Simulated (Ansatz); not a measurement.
# Notes on a calculation: Li (fcc)

**What was measured.** A cell as deposited of cubic Li (space group Fm-3m), temperature not stated, from the Crystallography Open Database (1963), has a = 4.404 Å and 21.35 Å³/atom.

Method: PBE, scalar-relativistic; no spin polarisation; PAW, 420 eV, Γ-centred 16×16×16 mesh, 0.05 eV Gaussian smearing; code Ansatz; PAW files: Ansatz's generated set soft_2.

At room temperature and ambient pressure Li is bcc.

The first cell, 0 % under the database's volume:

```
Li
1.0
     0.00000    2.19856    2.19856
     2.19856    0.00000    2.19856
     2.19856    2.19856    0.00000
Li
1
Cartesian
  0.0000 0.0000 0.0000
```

The first steps of the search for zero pressure:

```csv
run,level,k-mesh,kind,V (Å³/atom),P (GPa),gap on the mesh (eV)
1,PBE,16×16×16,fixed cell,21.25,-0.7,metal
2,PBE,16×16×16,fixed cell,21.16,-0.6,metal
```

**Question.** At which volume does PBE reach zero pressure?

**Answer.** 20.22 Å³/atom, about 4.9 % under the start.

The steps that followed:

```csv
run,level,k-mesh,kind,V (Å³/atom),P (GPa),E − E(final) (meV/atom),gap on the mesh (eV)
3,PBE,16×16×16,fixed cell,20.22,0.0,0.0,metal
```

Cell and atoms are those of this level's equilibrium.

The final structure (symmetry read at 0.01 Å). It takes space group Fm-3m (No. 225, cubic). The conventional cell has a = 4.325 Å, b = 4.325 Å, c = 4.325 Å, α = 90.00°, β = 90.00°, γ = 90.00°. Li (site symmetry m-3m) has 12 Li at 3.06 Å as nearest neighbours. (Shells end 15 % past the nearest neighbour.)

```csv
atom,site,symmetry,x,y,z
Li,4a,m-3m,0.0000,0.0000,0.0000
```

- At the final geometry the gap, band path included, is zero (metallic).

**Why it comes out so.**

With 3 valence electrons in the calculation's cell and no magnetic order, the bands, two electrons each, can't all be full or empty: band theory demands a metal.

**Comparison.** The computed cell (4.325 Å, 20.22 Å³/atom) differs from the database's by −5.3 % in volume, about −1.8 % in length. PBE more often overestimates volumes; a smaller cell is partly the thermal expansion and zero-point motion that the static lattice lacks. The database's entry may also be off.
